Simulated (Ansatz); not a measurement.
# Preparing MgCdC2O6 (R-3) as a host crystal, part 2 of 4

Aim: the runs on the perfect crystal MgCdC2O6 (R-3) that a defect calculation needs first.

Ansatz 0.2.0; plane-wave PAW DFT, PBEsol; relaxation of the host's cell and atoms (the session's first sound run).

So far: The starting structure; Host cell relaxation. The relaxed cell has a = 4.794, c = 15.500 Å (conventional setting).

**3. Dielectric tensors of the host**

The response to a uniform electric field gives the electronic dielectric tensor.

This step: plane-wave PAW DFPT, PBEsol; dielectric tensors, Born charges and zone-centre modes of the host (Ansatz 0.2.0).

eps/input.yaml

```yaml
crystal:
  lattice:
    - [2.397104362, 1.3839688651, 5.1667910148]
    - [-2.397104362, 1.3839688651, 5.1667910148]
    - [0.0, -2.7679376809, 5.166791028]
  atoms:
    - { symbol: Mg, position: [0.5, 0.5, 0.5] }
    - { symbol: Cd, position: [1.0, 0.0, 0.0] }
    - { symbol: C, position: [0.2451544734, 0.2451544734, 0.2451544734] }
    - { symbol: C, position: [0.7548455266, 0.7548455266, 0.7548455266] }
    - { symbol: O, position: [0.4998109539, 0.9641487327, 0.272602738] }
    - { symbol: O, position: [0.9641487327, 0.272602738, 0.4998109539] }
    - { symbol: O, position: [0.272602738, 0.4998109539, 0.9641487327] }
    - { symbol: O, position: [0.5001890461, 0.0358512673, 0.727397262] }
    - { symbol: O, position: [0.0358512673, 0.727397262, 0.5001890461] }
    - { symbol: O, position: [0.727397262, 0.5001890461, 0.0358512673] }
basis:
  ecutwfc: 420
hamiltonian:
  xc: pbesol
kpoints:
  mp_grid: { grid: [6, 6, 6] }
scf:
  occupations: { method: fixed }
  max_iter: 100
phonons:
  method: dfpt
  dielectric: true
  rigid_motions: translations
```

Started as:

```
$ ansatz run input.yaml --threads 4 --pin off --max-ram 7536MiB --backend cpu --events-out ev --progress --plain --runs-dir out
```

Numbers of over 12 decimals in the logs are rounded to 6 here.

The log of the run:

```text
[...]
Crystal: 10 atoms, lattice volume = 102.846 Å³
Basis set: ecut = 420 eV, 1979 PW (Γ), exchange–correlation on 80×80×80 points (8 copies of the dense FFT grid, shifted against one another)
Bands: 47, of which v1, the nominal top of the filled ones, is band 37 counted from 1 (36 counted from 0)
Symmetry: 6 space group operations
k-points: 112 of 216 (irreducible under 1 space group operation, time reversal used)
[...]
SCF iter   1: F=—  HF=-13956.940227 eV  |F-HF|=—  |Δ(HF+E_count)|=         —  Δρ=1.27e-2  dr2=1.23e-1  ethr=1.77e-3  ⟨swp⟩=5.1  Hψ=18150  notcnv=0  defer=891
[...]
SCF iter   9: F=-13956.903917 eV  HF=-13956.903917 eV  |F-HF|=2.73e-11  |Δ(HF+E_count)|=   1.04e-9  Δρ=3.69e-7  dr2=9.08e-11  ethr=1.00e-12  ⟨swp⟩=14.7  Hψ=39185  notcnv=0
SCF 1 converged in 9 iterations: F = -13956.903917 eV  dr2 = 9.08e-11
[...]
NSCF: frozen V_eff on 6 k-points
DFPT response loops at Γ: preconditioner auto → Resta (q_TF=auto, 2.583 Å⁻¹)  ε∞=4.0 (no band partly filled); β = 1.00, the filter's whole step (`scf.mixing.beta` (0.50) is not read by the response loops at its default; [...]
SCF converged after 9 iterations
Free energy (F): -13956.903917 eV
[...]
Internal energy: -13956.903917 eV  (E = F + TS)
E sigma→0 (E₀):  -13956.903917 eV
Fermi energy:    6.436580 eV
[...]
--- Band table (eV; the first three rows and the last of 112) ---
[...]
[... further k-points left out ...]
--- Phonons (Γ-DFPT): 9 representative perturbations + reference, on 112 of 216 k-points (Σ response iterations 35) ---
  k mesh reduced under 1 symmetry operation, with k and −k counted as one. Each operation leaves every solved perturbation unchanged. A smaller set is not considered because the run solves the response to a homogeneous field
  ASR residual: 2.140e-4 → 0.000e0 eV/Å²; symmetrization residual: 6.941e-5 eV/Å²
  ASR residual per site (eV/Å²): 1.40e-4 7.88e-5 1.28e-4 1.28e-4 2.13e-4 2.03e-4 2.14e-4 2.13e-4 2.03e-4 2.14e-4
  Γ frequencies (cm⁻¹): 0.00 0.00 0.00 131.29 140.91 140.91 184.66 184.66 228.40 228.40 245.83 275.27 288.89 288.89 348.20 348.20 361.03 362.62 700.42 700.42 707.80 707.80 823.43 829.58 1085.87 1086.31 1407.31 1407.31 1416.98 1416.98
  ε∞ (high-frequency dielectric tensor):
        3.413178    -0.000000     0.000000
        0.000000     3.413178    -0.000000
       -0.000000    -0.000000     2.617062
  ε⁰ (static dielectric tensor: ions relaxed, cell fixed):
        8.688305    -0.000000    -0.000000
        0.000000     8.688305    -0.000000
       -0.000000    -0.000000     7.248399
  ε⁰ − ε∞ (ionic part):
        5.275128    -0.000000    -0.000000
       -0.000000     5.275128    -0.000000
       -0.000000    -0.000000     4.631337
  softest optical mode at Γ: 131.29 cm⁻¹; the repairs (sum rule, projections) moved no ω² at Γ by more than (7.17 cm⁻¹)²
  Born effective charges Z* (e; rows j = field, columns β = displacement):
    site 0:
         2.37283   -0.20365    0.00000
         0.20365    2.37283   -0.00000
        -0.00000   -0.00000    2.24236
    site 1:
         2.58842    0.25326   -0.00000
        -0.25326    2.58842   -0.00000
         0.00000   -0.00000    2.28205
    site 2:
         3.22783   -0.38674    0.00000
         0.38674    3.22783   -0.00000
        -0.00000   -0.00000    0.32587
    site 3:
         3.22783   -0.38674    0.00000
         0.38674    3.22783   -0.00000
        -0.00000   -0.00000    0.32587
    site 4:
        -2.60135    0.17232   -0.11192
        -0.06897   -1.20429   -0.21738
        -0.01114   -0.16317   -0.86269
    site 5:
        -1.59831   -0.51014   -0.13229
        -0.75143   -2.20733    0.20562
        -0.13574    0.09123   -0.86269
    site 6:
        -1.50880    0.69975    0.24421
         0.45846   -2.29684    0.01176
         0.14688    0.07194   -0.86269
    site 7:
        -2.60135    0.17232   -0.11192
        -0.06897   -1.20429   -0.21738
        -0.01114   -0.16317   -0.86269
    site 8:
        -1.59831   -0.51014   -0.13229
        -0.75143   -2.20733    0.20562
        -0.13574    0.09123   -0.86269
    site 9:
        -1.50880    0.69975    0.24421
         0.45846   -2.29684    0.01176
         0.14688    0.07194   -0.86269
  Z* charge neutrality: 2.745e-5 e pre-enforcement
  k-mesh period / interband length: 28.8 Å / 1.18 Å = 24.48 at k = (0.0000, 0.0000, 0.0000), direct gap 4.600 eV — 14 or more, which is no proof of convergence
  optical modes at Γ without the LO–TO term, one row a degenerate level:
      ω (cm⁻¹)  modes    IR ((D/Å)²/amu)
        131.29      1             2.8781
[...]
optical modes at Γ + LO–TO along q̂ = [1.0000, 0.0000, 0.0000]:
      ω (cm⁻¹)  modes    IR ((D/Å)²/amu)
[...]
optical modes at Γ + LO–TO along q̂ = [0.0000, 1.0000, 0.0000]:
      ω (cm⁻¹)  modes    IR ((D/Å)²/amu)
[...]
optical modes at Γ + LO–TO along q̂ = [0.0000, 0.0000, 1.0000]:
      ω (cm⁻¹)  modes    IR ((D/Å)²/amu)
[...]
288.89      2             0.0000
        348.20      2            21.0979
        362.62      1             0.0000
        433.10      1             7.4444
        700.42      2             0.0000
        707.80      2             1.2565
        829.58      1             0.0000
        841.60      1             4.3254
       1085.87      1             0.0000
       1086.44      1             0.0391
       1407.31      2           137.2857
       1416.98      2             0.0000
```

It took 4 min on 4 threads of Intel Xeon 6975P-C (Granite Rapids), shared host; peak memory 2.4 GiB.

In the SCF lines HF is the Harris–Foulkes energy and dr2 the Hartree energy of the density residual, in eV; the loop may stop once dr2 is under the threshold and the program's other checks hold. Hψ counts applications of the Hamiltonian.

Electronic dielectric tensor:

```
3.41 0.00 0.00
0.00 3.41 0.00
0.00 0.00 2.62
```

Static dielectric tensor:

```
8.69 0.00 0.00
0.00 8.69 0.00
0.00 0.00 7.25
```

The principal values of the electronic dielectric tensor are 2.62, 3.41 and 3.41. The principal values of the static dielectric tensor are 7.25, 8.69 and 8.69.

**4. Primitive cell on a dense mesh**

A dense mesh gives the host's converged energy, against which the supercell's sampling is tested.

This step: plane-wave PAW DFT, PBEsol; single point of the host's primitive cell on a dense mesh (Ansatz 0.2.0).

dense/input.yaml, as its differences from eps/input.yaml of step 3:

```diff
@@ -18,2 +18,3 @@
   ecutwfc: 420
+  xc_grid: 2
 hamiltonian:
@@ -21,9 +22,5 @@
 kpoints:
-  mp_grid: { grid: [6, 6, 6] }
+  mp_grid: { grid: [7, 7, 7] }
 scf:
-  occupations: { method: fixed }
-  max_iter: 100
-phonons:
-  method: dfpt
-  dielectric: true
-  rigid_motions: translations
+  occupations: { method: fermi_dirac, width: 0.01 }
+  max_iter: 80
```

The log of the run:

```text
[...]
Crystal: 10 atoms, lattice volume = 102.846 Å³
Basis set: ecut = 420 eV, 1979 PW (Γ), exchange–correlation on 80×80×80 points (8 copies of the dense FFT grid, shifted against one another)
Bands: 47, of which v1, the nominal top of the filled ones, is band 37 counted from 1 (36 counted from 0)
Symmetry: 6 space group operations
[...]
k-points: 60 of 343
[...]
SCF iter   1: F=—  HF=-13956.940465 eV  |F-HF|=—  |Δ(HF+E_count)|=         —  Δρ=1.28e-2  dr2=1.24e-1  ethr=1.77e-3  ⟨swp⟩=6.4  Hψ=11474  notcnv=0  defer=5
[...]
SCF iter   7: F=-13956.904153 eV  HF=-13956.904153 eV  |F-HF|=1.05e-8  |Δ(HF+E_count)|=   3.67e-7  Δρ=6.22e-6  dr2=2.59e-8  ethr=1.39e-10  ⟨swp⟩=3.0  Hψ=6474  notcnv=0
SCF 1 converged in 7 iterations: F = -13956.904153 eV  dr2 = 2.59e-8
[...]
SCF converged after 7 iterations
Free energy (F): -13956.904153 eV
[...]
Internal energy: -13956.904153 eV  (E = F + TS)
E sigma→0 (E₀):  -13956.904153 eV
Fermi energy:    8.306058 eV
[...]
```

Wall time 3 s (4 threads); peak memory 0.65 GiB; 11 s of CPU time.

**5. Self-consistent run**

This step: plane-wave PAW DFT, PBEsol; single point of the defect-free supercell, a test of its k-points (Ansatz 0.2.0).

System of this step: MgCdC2O6 (R-3). The cell holds 80 atoms: 8 Mg, 8 Cd, 16 C and 48 O. Cell: a = 11.723 Å, b = 11.723 Å, c = 11.723 Å, α = 48.3°, β = 48.3°, γ = 48.3°.

pristine.sampling/input.yaml

```yaml
crystal:
  lattice:
    - [4.794208724, 2.7679377301, 10.3335820296]
    - [-4.794208724, 2.7679377301, 10.3335820296]
    - [0.0, -5.5358753619, 10.333582056]
  atoms:
    - { symbol: Mg, position: [0.25, 0.25, 0.25] }
    - { symbol: Cd, position: [0.0, 0.0, 0.0] }
    - { symbol: C, position: [0.1225772367, 0.1225772367, 0.1225772367] }
    - { symbol: C, position: [0.3774227633, 0.3774227633, 0.3774227633] }
    - { symbol: O, position: [0.249905477, 0.4820743664, 0.136301369] }
    - { symbol: O, position: [0.4820743664, 0.136301369, 0.249905477] }
    - { symbol: O, position: [0.136301369, 0.249905477, 0.4820743664] }
    - { symbol: O, position: [0.250094523, 0.0179256337, 0.363698631] }
    - { symbol: O, position: [0.0179256337, 0.363698631, 0.250094523] }
    - { symbol: O, position: [0.363698631, 0.250094523, 0.0179256337] }
    - { symbol: Mg, position: [0.25, 0.25, 0.75] }
    - { symbol: Cd, position: [0.0, 0.0, 0.5] }
    - { symbol: C, position: [0.1225772367, 0.1225772367, 0.6225772367] }
    - { symbol: C, position: [0.3774227633, 0.3774227633, 0.8774227633] }
    - { symbol: O, position: [0.249905477, 0.4820743664, 0.636301369] }
    - { symbol: O, position: [0.4820743664, 0.136301369, 0.749905477] }
    - { symbol: O, position: [0.136301369, 0.249905477, 0.9820743664] }
    - { symbol: O, position: [0.250094523, 0.0179256337, 0.863698631] }
    - { symbol: O, position: [0.0179256337, 0.363698631, 0.750094523] }
    - { symbol: O, position: [0.363698631, 0.250094523, 0.5179256336] }
    - { symbol: Mg, position: [0.25, 0.75, 0.25] }
    - { symbol: Cd, position: [0.0, 0.5, 0.0] }
    - { symbol: C, position: [0.1225772367, 0.6225772367, 0.1225772367] }
    - { symbol: C, position: [0.3774227633, 0.8774227633, 0.3774227633] }
    - { symbol: O, position: [0.249905477, 0.9820743664, 0.136301369] }
    - { symbol: O, position: [0.4820743664, 0.636301369, 0.249905477] }
    - { symbol: O, position: [0.136301369, 0.749905477, 0.4820743664] }
    - { symbol: O, position: [0.250094523, 0.5179256336, 0.363698631] }
    - { symbol: O, position: [0.0179256337, 0.863698631, 0.250094523] }
    - { symbol: O, position: [0.363698631, 0.750094523, 0.0179256337] }
    - { symbol: Mg, position: [0.25, 0.75, 0.75] }
    - { symbol: Cd, position: [0.0, 0.5, 0.5] }
    - { symbol: C, position: [0.1225772367, 0.6225772367, 0.6225772367] }
    - { symbol: C, position: [0.3774227633, 0.8774227633, 0.8774227633] }
    - { symbol: O, position: [0.249905477, 0.9820743664, 0.636301369] }
    - { symbol: O, position: [0.4820743664, 0.636301369, 0.749905477] }
    - { symbol: O, position: [0.136301369, 0.749905477, 0.9820743664] }
    - { symbol: O, position: [0.250094523, 0.5179256336, 0.863698631] }
    - { symbol: O, position: [0.0179256337, 0.863698631, 0.750094523] }
    - { symbol: O, position: [0.363698631, 0.750094523, 0.5179256336] }
    - { symbol: Mg, position: [0.75, 0.25, 0.25] }
    - { symbol: Cd, position: [0.5, 0.0, 0.0] }
    - { symbol: C, position: [0.6225772367, 0.1225772367, 0.1225772367] }
    - { symbol: C, position: [0.8774227633, 0.3774227633, 0.3774227633] }
    - { symbol: O, position: [0.749905477, 0.4820743664, 0.136301369] }
    - { symbol: O, position: [0.9820743664, 0.136301369, 0.249905477] }
    - { symbol: O, position: [0.636301369, 0.249905477, 0.4820743664] }
    - { symbol: O, position: [0.750094523, 0.0179256337, 0.363698631] }
    - { symbol: O, position: [0.5179256336, 0.363698631, 0.250094523] }
    - { symbol: O, position: [0.863698631, 0.250094523, 0.0179256337] }
    - { symbol: Mg, position: [0.75, 0.25, 0.75] }
    - { symbol: Cd, position: [0.5, 0.0, 0.5] }
    - { symbol: C, position: [0.6225772367, 0.1225772367, 0.6225772367] }
    - { symbol: C, position: [0.8774227633, 0.3774227633, 0.8774227633] }
    - { symbol: O, position: [0.749905477, 0.4820743664, 0.636301369] }
    - { symbol: O, position: [0.9820743664, 0.136301369, 0.749905477] }
    - { symbol: O, position: [0.636301369, 0.249905477, 0.9820743664] }
    - { symbol: O, position: [0.750094523, 0.0179256337, 0.863698631] }
    - { symbol: O, position: [0.5179256336, 0.363698631, 0.750094523] }
    - { symbol: O, position: [0.863698631, 0.250094523, 0.5179256336] }
    - { symbol: Mg, position: [0.75, 0.75, 0.25] }
    - { symbol: Cd, position: [0.5, 0.5, 0.0] }
    - { symbol: C, position: [0.6225772367, 0.6225772367, 0.1225772367] }
    - { symbol: C, position: [0.8774227633, 0.8774227633, 0.3774227633] }
    - { symbol: O, position: [0.749905477, 0.9820743664, 0.136301369] }
    - { symbol: O, position: [0.9820743664, 0.636301369, 0.249905477] }
    - { symbol: O, position: [0.636301369, 0.749905477, 0.4820743664] }
    - { symbol: O, position: [0.750094523, 0.5179256336, 0.363698631] }
    - { symbol: O, position: [0.5179256336, 0.863698631, 0.250094523] }
    - { symbol: O, position: [0.863698631, 0.750094523, 0.0179256337] }
    - { symbol: Mg, position: [0.75, 0.75, 0.75] }
    - { symbol: Cd, position: [0.5, 0.5, 0.5] }
    - { symbol: C, position: [0.6225772367, 0.6225772367, 0.6225772367] }
    - { symbol: C, position: [0.8774227633, 0.8774227633, 0.8774227633] }
    - { symbol: O, position: [0.749905477, 0.9820743664, 0.636301369] }
    - { symbol: O, position: [0.9820743664, 0.636301369, 0.749905477] }
    - { symbol: O, position: [0.636301369, 0.749905477, 0.9820743664] }
    - { symbol: O, position: [0.750094523, 0.5179256336, 0.863698631] }
    - { symbol: O, position: [0.5179256336, 0.863698631, 0.750094523] }
    - { symbol: O, position: [0.863698631, 0.750094523, 0.5179256336] }
basis:
  ecutwfc: 420
  xc_grid: 2
hamiltonian:
  xc: pbesol
kpoints:
  mp_grid: { grid: [1, 1, 1], shift: [0.25, 0.25, 0.25] }
scf:
  occupations: { method: fermi_dirac, width: 0.01 }
  max_iter: 80
```

The log of the run:

```text
[...]
Crystal: 80 atoms, lattice volume = 822.764 Å³
Basis set: ecut = 420 eV, 15995 PW (Γ), exchange–correlation on 160×160×160 points (8 copies of the dense FFT grid, shifted against one another)
Bands: 376, of which v1, the nominal top of the filled ones, is band 296 counted from 1 (295 counted from 0)
Symmetry: 48 space group operations
[...]
k-points: 1
[...]
SCF iter   1: F=—  HF=-111654.865040 eV  |F-HF|=—  |Δ(HF+E_count)|=         —  Δρ=1.20e-2  dr2=8.49e-1  ethr=1.77e-3  ⟨swp⟩=6.0  Hψ=1483  notcnv=0  defer=2
[...]
SCF iter   7: F=-111654.614935 eV  HF=-111654.614935 eV  |F-HF|=4.93e-8  |Δ(HF+E_count)|=   2.50e-6  Δρ=5.38e-6  dr2=1.57e-7  ethr=1.39e-10  ⟨swp⟩=3.0  Hψ=835  notcnv=0
SCF 1 converged in 7 iterations: F = -111654.614935 eV  dr2 = 1.57e-7
[...]
SCF converged after 7 iterations
Free energy (F): -111654.614935 eV
[...]
Internal energy: -111654.614935 eV  (E = F + TS)
E sigma→0 (E₀):  -111654.614935 eV
Fermi energy:    8.317410 eV
[...]
```

Wall time 5.7 s (4 threads); peak memory 1.9 GiB; 19 s of CPU time.

This step gave:

| Item | Value |
| --- | --- |
| energy over dense mesh | 0.007729 eV/atom |

[end of part 2 of 4]

[Logs are printed without paths, hosts, clocks, repeated set-up lines and the standing remarks that a program may print on its own settings, such as how far it seeks lower states.]

[Hosts, paths, dates, database ids (printed as entryN), source tags and the programs' standing remarks are cut or masked in the printed files.]

[Runs of the host that timed out are not shown.]

[For some hosts the program warned that the k-mesh of the response run may be too coarse for force constants and the static dielectric constant; such warnings are not always shown.]
